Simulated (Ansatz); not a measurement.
# Ga: single points about a listed cell

Aim: see how energy, forces, stress and gap of Ga answer to moves of single atoms, further strains and shifts, other functionals. Nothing is relaxed unless a step says so.

Computed with Ansatz 0.2.0 (DFT PBEsol, scalar-relativistic, plane waves, PAW, unless a step's input says otherwise).

1 further run of the same task is left out (set aside as unsound or not needed).

### Step 1. The structure to begin with

Symmetry: Cmcm, No. 63, orthorhombic system. The conventional cell has a = 2.900 Å, b = 8.130 Å, c = 3.170 Å, α = 90.00°, β = 90.00°, γ = 90.00°. Around Ga (site symmetry m2m) lie 8 Ga at 2.68 to 2.90 Å.

Coordinates:

```xyz
2
Lattice="1.4500 -4.0650 0.0000 1.4500 4.0650 0.0000 0.0000 0.0000 3.1700" Properties=species:S:1:pos:R:3 pbc="T T T"
Ga    1.4500   -2.9837    0.7925
Ga    1.4500    2.9837    2.3775
```

The structure comes from the Crystallography Open Database.

### Step 2. A change within a subgroup

Against the listed cell: strain xx, yy, zz, yz, xz, xy = -2.7, -1.5, -3.3, +0.0, +0.3, +0.0 %; atoms moved by 0.15 Å root mean square, at most 0.15 Å.

input.yaml reads:

```yaml
crystal:
  lattice:
    - [1.410966, -4.0041063, 0.004611]
    - [1.410966, 4.0041063, 0.004611]
    - [0.0100806, 0.0, 3.0652949]
  atoms:
    - { symbol: Ga, position: [0.8854501845, 0.1145498155, 0.25] }
    - { symbol: Ga, position: [0.1145498155, 0.8854501845, 0.75] }
basis:
  ecutwfc: 420
kpoints:
  mp_grid: { grid: [14, 14, 12] }
hamiltonian:
  xc: pbesol
scf:
  occupations: { method: gaussian, width: 0.1 }
output:
  forces: true
  stress: true
  eigenvalues: true
  populations: true
```

Output, shortened:

```text
Warning: RAYON_NUM_THREADS=1 ignored (pool sized by the plan → 1); use --threads N
[...]
Pseudopotentials: kind: paw
Pseudopotential: Ga, paw, valence charge 13, recommended cutoff 420 eV (normal), Ga.paw.azcp
Functional definition: PBEsol
[...]
Crystal: 2 atoms, lattice volume = 34.635 Å³
Basis set: ecut = 420 eV, 663 PW (Γ), exchange–correlation on 60×60×48 points (8 copies of the dense FFT grid, shifted against one another)
Bands: 17, of which v1, the nominal top of the filled ones, is band 13 counted from 1 (12 counted from 0)
Symmetry: 4 space group operations
Space group: C2/c (ITA 15), of the structure as read, at distance tolerance 3.3e-5 Å
k-points: 639 of 2352
[...]
SCF iter   1: F=—  HF=-7486.013409 eV  |F-HF|=—  |Δ(HF+E_count)|=         —  Δρ=3.19e-3  dr2=1.76e-3  ethr=1.77e-3  ⟨swp⟩=5.0  Hψ=50609  notcnv=0
[...]
SCF iter   6: F=-7486.012660 eV  HF=-7486.012660 eV  |F-HF|=8.64e-9  |Δ(HF+E_count)|=   1.43e-7  Δρ=6.03e-6  dr2=9.97e-9  ethr=3.85e-10  ⟨swp⟩=6.1  Hψ=52687  notcnv=0
[...]
SCF converged after 6 iterations
Free energy (F): -7486.012660 eV
[...]
E sigma→0 (E₀):  -7486.011216 eV
Entropy (-TS):   -0.002889 eV (-1.444 meV/atom)
Fermi energy:    10.699942 eV
[...]
--- Forces (eV/Å), atoms counted from 1 ---
  atom   1  Ga     0.00000000     2.22224591     0.00000000
  atom   2  Ga    -0.00000000    -2.22224591    -0.00000000
[...]
--- Stress (GPa, compression-positive) ---
       -2.717993       0.000000      -0.158499
        0.000000      11.981041      -0.000000
       -0.158499      -0.000000      11.079394
  P = ⅓ Tr σ = 6.7808 GPa (67.808 kbar)
--- Band table (eV; the first three rows and the last of 639) ---
  k-point 0: bands = ["-4.7176", "-4.6816", "-4.5975", "-4.3729", "-4.2572", "-4.2128", "-4.1390", "-4.1195", "-4.1033", "-3.8705", "-1.1462", "8.0904", "9.1292", "13.9191", "17.7941", "18.9759", "20.1195"]
[...]
--- Löwdin populations: 2 sites ---
  site symbol       q [e]
     0     Ga     12.9792
     1     Ga     12.9792
  spilling = 0.001599 (of n_electrons = 26.000000)
```

It took 44 s on 1 thread of an Arm CPU, shared host; peak memory 0.62 GiB.

By site:

| atom | Löwdin electrons |
| --- | --- |
| Ga1 | 12.98 |
| Ga2 | 12.98 |

Sizes of the forces (eV/Å): Ga1 2.22, Ga2 2.22.

### Step 3. A change within a subgroup

Against the listed cell: strain xx, yy, zz, yz, xz, xy = +1.1, -3.9, -5.9, +0.0, +0.0, +0.5 %; atoms moved by 0.03 Å root mean square, at most 0.03 Å.

input.yaml reads:

```yaml
crystal:
  lattice:
    - [1.44720465, -3.89814285, 0.0]
    - [1.48452135, 3.91145385, 0.0]
    - [0.0, 0.0, 2.9838893]
  atoms:
    - { symbol: Ga, position: [0.8585853267, 0.1309522575, 0.25] }
    - { symbol: Ga, position: [0.1414146733, 0.8690477425, 0.75] }
basis:
  ecutwfc: 420
kpoints:
  mp_grid: { grid: [14, 14, 12] }
hamiltonian:
  xc: pbesol
scf:
  occupations: { method: gaussian, width: 0.1 }
output:
  forces: true
  stress: true
  eigenvalues: true
```

Output, shortened:

```text
Warning: RAYON_NUM_THREADS=1 ignored (pool sized by the plan → 1); use --threads N
[...]
[... 3 set-up lines as earlier in the session ...]
[...]
Crystal: 2 atoms, lattice volume = 34.158 Å³
Basis set: ecut = 420 eV, 633 PW (Γ), exchange–correlation on 60×60×40 points (8 copies of the dense FFT grid, shifted against one another)
Bands: 17, of which v1, the nominal top of the filled ones, is band 13 counted from 1 (12 counted from 0)
[... 1 set-up line as earlier in the session ...]
Space group: P21/m (ITA 11), of the structure as read, at distance tolerance 3.2e-5 Å
k-points: 700 of 2352
[...]
SCF iter   1: F=—  HF=-7486.295586 eV  |F-HF|=—  |Δ(HF+E_count)|=         —  Δρ=2.63e-3  dr2=1.01e-3  ethr=1.77e-3  ⟨swp⟩=5.1  Hψ=55542  notcnv=0
[...]
SCF iter   6: F=-7486.294295 eV  HF=-7486.294295 eV  |F-HF|=3.43e-8  |Δ(HF+E_count)|=   8.69e-8  Δρ=1.29e-5  dr2=2.56e-8  ethr=2.28e-10  ⟨swp⟩=3.1  Hψ=49367  notcnv=0
[...]
SCF converged after 6 iterations
Free energy (F): -7486.294295 eV
[...]
E sigma→0 (E₀):  -7486.291904 eV
Entropy (-TS):   -0.004783 eV (-2.391 meV/atom)
Fermi energy:    11.013319 eV
[...]
--- Forces (eV/Å), atoms counted from 1 ---
  atom   1  Ga     0.03654313     0.15129606     0.00000000
  atom   2  Ga    -0.03654313    -0.15129606     0.00000000
[...]
--- Stress (GPa, compression-positive) ---
        0.817502      -0.227846       0.000000
       -0.227845       5.654578       0.000000
        0.000000       0.000000       7.391345
  P = ⅓ Tr σ = 4.6211 GPa (46.211 kbar)
--- Band table (eV; the first three rows and the last of 700) ---
  k-point 0: bands = ["-4.3613", "-4.2731", "-4.1756", "-4.1648", "-3.9983", "-3.9579", "-3.9103", "-3.8940", "-3.8751", "-3.6782", "-1.0219", "8.5482", "9.9558", "14.8907", "17.7839", "18.7270", "19.0927"]
[...]
```

It took 35 s on 1 thread of an Arm CPU, shared host; peak memory 0.65 GiB.

### Step 4. A distortion of lower symmetry

The change: strain xx, yy, zz, yz, xz, xy = +4.3, +5.1, +3.2, +0.0, -0.8, +0.0 %; atoms moved by 0.06 Å root mean square, at most 0.06 Å.

input.yaml reads:

```yaml
crystal:
  lattice:
    - [1.5124225, -4.2718272, -0.0116]
    - [1.5124225, 4.2718272, -0.0116]
    - [-0.02536, 0.0, 3.2713449]
  atoms:
    - { symbol: Ga, position: [0.8596199262, 0.1403800738, 0.25] }
    - { symbol: Ga, position: [0.1403800738, 0.8596199262, 0.75] }
basis:
  ecutwfc: 420
kpoints:
  mp_grid: { grid: [16, 16, 14] }
hamiltonian:
  xc: pbesol
scf:
  occupations: { method: gaussian, width: 0.1 }
output:
  forces: true
  stress: true
  eigenvalues: true
  populations: true
```

Output, shortened:

```text
Warning: RAYON_NUM_THREADS=1 ignored (pool sized by the plan → 1); use --threads N
[...]
[... 3 set-up lines as earlier in the session ...]
[...]
Crystal: 2 atoms, lattice volume = 42.269 Å³
Basis set: ecut = 420 eV, 835 PW (Γ), exchange–correlation on 64×64×48 points (8 copies of the dense FFT grid, shifted against one another)
Bands: 17, of which v1, the nominal top of the filled ones, is band 13 counted from 1 (12 counted from 0)
[... 1 set-up line as earlier in the session ...]
Space group: C2/c (ITA 15), of the structure as read, at distance tolerance 3.5e-5 Å
k-points: 962 of 3584
[...]
SCF iter   1: F=—  HF=-7486.210949 eV  |F-HF|=—  |Δ(HF+E_count)|=         —  Δρ=1.64e-3  dr2=1.27e-3  ethr=1.77e-3  ⟨swp⟩=5.1  Hψ=75448  notcnv=0
[...]
SCF iter   6: F=-7486.209651 eV  HF=-7486.209651 eV  |F-HF|=1.39e-8  |Δ(HF+E_count)|=   5.09e-8  Δρ=1.00e-5  dr2=5.37e-8  ethr=3.85e-10  ⟨swp⟩=5.6  Hψ=71833  notcnv=0
[...]
SCF converged after 6 iterations
Free energy (F): -7486.209651 eV
[...]
E sigma→0 (E₀):  -7486.207131 eV
Entropy (-TS):   -0.005039 eV (-2.520 meV/atom)
Fermi energy:    8.113023 eV
[...]
--- Forces (eV/Å), atoms counted from 1 ---
  atom   1  Ga     0.00000000    -0.18069871     0.00000000
  atom   2  Ga    -0.00000000     0.18069871    -0.00000000
[...]
--- Stress (GPa, compression-positive) ---
       -5.875051       0.000000      -0.079080
        0.000000      -6.949182       0.000000
       -0.079080       0.000000      -5.594258
  P = ⅓ Tr σ = -6.1395 GPa (-61.395 kbar)
--- Band table (eV; the first three rows and the last of 962) ---
  k-point 0: bands = ["-6.8608", "-6.8218", "-6.7913", "-6.7666", "-6.6660", "-6.6527", "-6.6038", "-6.5870", "-6.5808", "-6.4912", "-2.2731", "6.1044", "6.2162", "11.0365", "14.4816", "14.8061", "16.4350"]
[...]
--- Löwdin populations: 2 sites ---
  site symbol       q [e]
     0     Ga     12.9823
     1     Ga     12.9823
  spilling = 0.001360 (of n_electrons = 26.000000)
```

It took 72 s on 1 thread of an Arm CPU, shared host; peak memory 0.82 GiB.

Site by site:

| atom | Löwdin electrons |
| --- | --- |
| Ga1 | 12.98 |
| Ga2 | 12.98 |

### Step 5. A single atom displaced

Against the listed cell: atom 2 (Ga) moved by 0.09 Å.

input.yaml reads:

```yaml
crystal:
  lattice:
    - [1.45, -4.065, 0.0]
    - [1.45, 4.065, 0.0]
    - [0.0, 0.0, 3.17]
  atoms:
    - { symbol: Ga, position: [0.867, 0.133, 0.25] }
    - { symbol: Ga, position: [0.1433832421, 0.855368482, 0.7470410095] }
basis:
  ecutwfc: 420
kpoints:
  mp_grid: { grid: [14, 14, 12] }
hamiltonian:
  xc: pbesol
scf:
  occupations: { method: gaussian, width: 0.1 }
output:
  forces: true
  stress: true
  eigenvalues: true
```

Output, shortened:

```text
Warning: RAYON_NUM_THREADS=1 ignored (pool sized by the plan → 1); use --threads N
[...]
[... 3 set-up lines as earlier in the session ...]
[...]
Crystal: 2 atoms, lattice volume = 37.370 Å³
Basis set: ecut = 420 eV, 723 PW (Γ), exchange–correlation on 60×60×48 points (8 copies of the dense FFT grid, shifted against one another)
Bands: 17, of which v1, the nominal top of the filled ones, is band 13 counted from 1 (12 counted from 0)
Symmetry: 2 space group operations
Space group: P-1 (ITA 2), of the structure as read, at distance tolerance 3.3e-5 Å
k-points: 1180 of 2352
[...]
SCF iter   1: F=—  HF=-7486.355314 eV  |F-HF|=—  |Δ(HF+E_count)|=         —  Δρ=2.01e-3  dr2=9.92e-4  ethr=1.77e-3  ⟨swp⟩=5.1  Hψ=88876  notcnv=0
[...]
SCF iter   6: F=-7486.354074 eV  HF=-7486.354074 eV  |F-HF|=7.20e-8  |Δ(HF+E_count)|=   1.62e-6  Δρ=7.60e-6  dr2=2.52e-8  ethr=3.85e-10  ⟨swp⟩=3.9  Hψ=91307  notcnv=0
[...]
SCF converged after 6 iterations
Free energy (F): -7486.354074 eV
[...]
E sigma→0 (E₀):  -7486.351916 eV
Entropy (-TS):   -0.004316 eV (-2.158 meV/atom)
Fermi energy:    9.727581 eV
[...]
--- Forces (eV/Å), atoms counted from 1 ---
  atom   1  Ga    -0.00098471    -0.17687929    -0.01178584
  atom   2  Ga     0.00098471     0.17687929     0.01178584
[...]
--- Stress (GPa, compression-positive) ---
       -2.545688       0.005397       0.000288
        0.005397      -2.115173       0.023154
        0.000288       0.023153      -0.775269
  P = ⅓ Tr σ = -1.8120 GPa (-18.120 kbar)
--- Band table (eV; the first three rows and the last of 1180) ---
  k-point 0: bands = ["-5.4460", "-5.4002", "-5.3557", "-5.3230", "-5.1669", "-5.1494", "-5.0845", "-5.0793", "-5.0659", "-4.9359", "-1.5813", "7.5099", "8.1154", "12.5511", "16.2122", "17.2103", "18.7474"]
[...]
```

Wall time 66 s (1 thread of an Arm CPU, shared host); peak memory 0.9 GiB.

Sizes of the forces (eV/Å): Ga1 0.18, Ga2 0.18.

### Step 6. Functional and cell changed: r2SCAN

What differs from the listed cell: strain xx, yy, zz, yz, xz, xy = -1.4, +1.1, -2.5, +0.0, +0.0, +0.0 %; atoms moved by 0.10 Å root mean square, at most 0.10 Å.

input.yaml reads:

```yaml
crystal:
  lattice:
    - [1.429642, -4.108089, 0.0]
    - [1.429642, 4.108089, 0.0]
    - [0.0, 0.0, 3.0915108]
  atoms:
    - { symbol: Ga, position: [0.879300123, 0.120699877, 0.25] }
    - { symbol: Ga, position: [0.120699877, 0.879300123, 0.75] }
basis:
  ecutwfc: 500
kpoints:
  mp_grid: { grid: [16, 16, 14] }
hamiltonian:
  xc: r2scan
scf:
  occupations: { method: gaussian, width: 0.1 }
output:
  forces: true
  stress: true
  eigenvalues: true
```

Output, shortened:

```text
Warning: RAYON_NUM_THREADS=1 ignored (pool sized by the plan → 1); use --threads N
[...]
[... 1 set-up line as earlier in the session ...]
Pseudopotential: Ga, paw, valence charge 13, recommended cutoff 500 eV (meta_gga), Ga.paw.azcp
Functional definition: r2SCAN
[...]
Crystal: 2 atoms, lattice volume = 36.313 Å³
Basis set: ecut = 500 eV, 929 PW (Γ), exchange–correlation on 128×128×96 points (64 copies of the dense FFT grid, shifted against one another)
Bands: 17, of which v1, the nominal top of the filled ones, is band 13 counted from 1 (12 counted from 0)
Symmetry: 8 space group operations
Space group: Cmcm (ITA 63), of the structure as read, at distance tolerance 3.3e-5 Å
k-points: 584 of 3584
[...]
SCF iter   1: F=—  HF=-7580.174052 eV  |F-HF|=—  |Δ(HF+E_count)|=         —  Δρ=1.10e-2  dr2=1.88e-2  dr2_τ=1.60e-3  ethr=1.77e-3  ⟨swp⟩=5.0  Hψ=46527  notcnv=0
[...]
SCF iter   7: F=-7580.190813 eV  HF=-7580.190813 eV  |F-HF|=1.30e-9  |Δ(HF+E_count)|=   2.69e-7  Δρ=6.36e-6  dr2=2.27e-8  dr2_τ=7.48e-11  ethr=3.85e-10  ⟨swp⟩=5.9  Hψ=46685  notcnv=0
[...]
SCF converged after 7 iterations
Free energy (F): -7580.190813 eV
[...]
E sigma→0 (E₀):  -7580.189110 eV
Entropy (-TS):   -0.003405 eV (-1.702 meV/atom)
Fermi energy:    10.148246 eV
[...]
--- Forces (eV/Å), atoms counted from 1 ---
  atom   1  Ga     0.00000000     1.26588822     0.00000000
  atom   2  Ga    -0.00000000    -1.26588822     0.00000000
[...]
--- Stress (GPa, compression-positive) ---
       -3.798038       0.000000       0.000000
        0.000000       4.231716      -0.000000
        0.000000      -0.000000       4.988484
  P = ⅓ Tr σ = 1.8074 GPa (18.074 kbar)
--- Band table (eV; the first three rows and the last of 584) ---
  k-point 0: bands = ["-5.6899", "-5.6859", "-5.6243", "-5.4871", "-5.3129", "-5.2814", "-5.2582", "-5.2443", "-5.2433", "-5.0330", "-1.8909", "7.2268", "8.2985", "13.6965", "17.6919", "18.9201", "19.4295"]
[...]
```

Run time: 75 s. Hardware: 1 thread of an Arm CPU, shared host; peak memory 0.77 GiB.

### Step 7. A change within a subgroup

The change: strain xx, yy, zz, yz, xz, xy = +1.2, +1.3, -4.8, +2.1, +0.0, +0.0 %; atoms moved by 0.03 Å root mean square, at most 0.03 Å.

input.yaml reads:

```yaml
crystal:
  lattice:
    - [1.466849, -4.1161377, -0.08638125]
    - [1.466849, 4.1161377, 0.08638125]
    - [0.0, 0.0673625, 3.018157]
  atoms:
    - { symbol: Ga, position: [0.8694117728, 0.1305882272, 0.2571626034] }
    - { symbol: Ga, position: [0.1305882272, 0.8694117728, 0.7428373966] }
basis:
  ecutwfc: 420
kpoints:
  mp_grid: { grid: [14, 14, 12] }
hamiltonian:
  xc: pbesol
scf:
  occupations: { method: gaussian, width: 0.1 }
output:
  forces: true
  stress: true
  eigenvalues: true
```

Output, shortened:

```text
Warning: RAYON_NUM_THREADS=1 ignored (pool sized by the plan → 1); use --threads N
[...]
[... 3 set-up lines as earlier in the session ...]
[...]
Crystal: 2 atoms, lattice volume = 36.429 Å³
Basis set: ecut = 420 eV, 691 PW (Γ), exchange–correlation on 60×60×48 points (8 copies of the dense FFT grid, shifted against one another)
Bands: 17, of which v1, the nominal top of the filled ones, is band 13 counted from 1 (12 counted from 0)
[... 1 set-up line as earlier in the session ...]
Space group: C2/m (ITA 12), of the structure as read, at distance tolerance 3.3e-5 Å
k-points: 639 of 2352
[...]
SCF iter   1: F=—  HF=-7486.312560 eV  |F-HF|=—  |Δ(HF+E_count)|=         —  Δρ=2.14e-3  dr2=9.94e-4  ethr=1.77e-3  ⟨swp⟩=5.1  Hψ=50978  notcnv=0
[...]
SCF iter   7: F=-7486.311317 eV  HF=-7486.311317 eV  |F-HF|=6.08e-9  |Δ(HF+E_count)|=   3.27e-7  Δρ=4.97e-6  dr2=5.97e-9  ethr=3.85e-10  ⟨swp⟩=6.2  Hψ=54167  notcnv=0
[...]
SCF converged after 7 iterations
Free energy (F): -7486.311317 eV
[...]
E sigma→0 (E₀):  -7486.309050 eV
Entropy (-TS):   -0.004536 eV (-2.268 meV/atom)
Fermi energy:    10.093168 eV
[...]
--- Forces (eV/Å), atoms counted from 1 ---
  atom   1  Ga     0.00000000     0.48148141    -0.13459984
  atom   2  Ga    -0.00000000    -0.48148141     0.13459984
[...]
--- Stress (GPa, compression-positive) ---
       -4.354408       0.000000       0.000000
        0.000000       2.420498      -1.691019
        0.000000      -1.691019       2.385785
  P = ⅓ Tr σ = 0.1506 GPa (1.506 kbar)
--- Band table (eV; the first three rows and the last of 639) ---
  k-point 0: bands = ["-5.1463", "-5.0903", "-5.0269", "-4.9819", "-4.8108", "-4.7831", "-4.7744", "-4.7738", "-4.7444", "-4.5720", "-1.3895", "7.3576", "8.1814", "14.2240", "17.3866", "17.8943", "18.0672"]
[...]
```

Run time: 38 s. Hardware: 1 thread of an Arm CPU, shared host; peak memory 0.64 GiB.

### Step 8. All points side by side

| step | case | energy (meV/atom) | pressure (GPa) | largest force (eV/Å) | gap on the mesh (eV) |
| --- | --- | --- | --- | --- | --- |
| 2 | a change within a subgroup | +0.0 | 6.8 | 2.22 | 0.00 |
| 3 | a change within a subgroup | -140.3 | 4.6 | 0.16 | 0.00 |
| 4 | a distortion of lower symmetry | -98.0* | -6.1 | 0.18 | 0.00 |
| 5 | a single atom displaced | -170.3 | -1.8 | 0.18 | 0.00 |
| 6 | functional and cell changed: r2SCAN | n/a | 1.8 | 1.27 | 0.00 |
| 7 | a change within a subgroup | -148.9 | 0.2 | 0.50 | 0.00 |

Energies are counted from step 2, with the smearing taken to zero; a star marks another k mesh, which can shift energies by itself, so starred rows don't rank against the others. Other atoms or functionals have another zero of energy (n/a). A gap of 0.00 means none on the mesh at this level.

Among the distorted cells of the listed formula and level the largest force, 2.22 eV/Å, comes in step 2, shared by 2 atoms. The distorted cells of the listed formula and level show no gap on the mesh.
